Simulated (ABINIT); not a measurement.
An input for ABINIT 10.8.3 (MgO (Fm-3m)):

```
acell 3*1.0 Angstrom
rprim 
  -0.000000000000 2.097001392700 2.097001392700
  2.097001392700 0.000000000000 2.097001392700
  2.097001392700 2.097001392700 0.000000000000
ntypat 2
znucl 12 8
natom 2
typat 1 2
xred 
  0.000000000000 0.000000000000 0.000000000000
  0.500000000000 0.500000000000 0.500000000000
pp_dirpath "pseudos"
pseudos "Mg.upf, O.upf"
ecut 38
ngkpt 6 6 6
nshiftk 1
shiftk 0 0 0
kptopt 1
chksymbreak 0
istwfk *1
occopt 1
irdwfk 1
optdriver 3
nband 144
ecuteps 13.2
inclvkb 2
awtr 1
symchi 1
indata_prefix "in"
outdata_prefix "out"
tmpdata_prefix "tmp"
```

```sh
OMP_NUM_THREADS=1 mpirun -n 8 abinit run.abi > log
```

Estimate wall time and host memory on 8 MPI ranks of AMD EPYC 7B13 (Zen 3), shared host.

It took 45 s; on shared hardware allow 22 s to 89 s. Peak host memory was 1.6 GiB.

[Paths, hosts, dates, memory and timing lines, banners, echoed tables and standing remarks are left out of the program output.]

[Logs are printed without paths, hosts, clocks, repeated set-up lines and the standing remarks that a program may print on its own settings, such as how far it seeks lower states.]

[Runs of the session that timed out or met a known fault of the program may be left out.]

[No measured gap is set beside runs whose start may be inverted or whose files or cutoffs have a known fault.]

[Hosts, paths, dates, database ids (printed as entryN), source tags and the programs' standing remarks are cut or masked in the printed files.]

[G0W0 gaps are taken among the corrected bands and points alone; a level outside them can change the order at an edge.]

[Where Ansatz stands beside ABINIT at settings called matched, ABINIT's density can come from a denser mesh and the files from another edition; pairs whose starting gaps differed by over 0.03 eV were left out, so agreement reads better than it is.]
